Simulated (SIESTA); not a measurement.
La:

```
CELL_PARAMETERS angstrom
-2.12383 2.12383 2.12383
2.12383 -2.12383 2.12383
2.12383 2.12383 -2.12383
ATOMIC_POSITIONS crystal
La 0.00000 0.00000 0.00000
```

This isn't the form of La at room conditions, which is double hcp.

* Program: SIESTA 5.4.2
* Task: single point
* Functional: PBE
* Potentials or basis: PseudoDojo 0.4 standard (PBE files)
* Basis: DZP (energy shift 0.002 Ry; radii capped at 9.5 bohr)
* Grid cutoff: 800 Ry
* Energy shift: 0.002 Ry
* k mesh: 9 × 9 × 9
* Occupations: fermi-dirac, width 0.05 eV
* Spin: no spin polarisation

On this cell: pressure 1.4 GPa; band gap on the k mesh none (metal or under the smearing width).

The same run follows on a disturbed copy (cell strained at random at fixed volume):

```
La
1.0
    -2.10448    2.17934    2.12452
     2.13820   -2.12912    2.10803
     2.08475    2.10940   -2.07430
La
1
Direct
  0.98387 0.98284 0.98506
```

**Question.** What does the disturbed cell give?

**Answer.** The energy (extrapolated to zero smearing) moves by -0.6 meV/atom; pressure 1.5 GPa; band gap on the k mesh none (metal or under the smearing width).

Stress tensor (GPa, compression positive):
```
 1.32  0.04 -0.12
 0.04  1.68 -0.16
-0.12 -0.16  1.36
```

Caveats: semicore shells carry a single zeta, which can move pressures by several GPa and volumes by a few percent; the basis of atomic orbitals isn't converged, which shifts pressures, moduli and gaps.
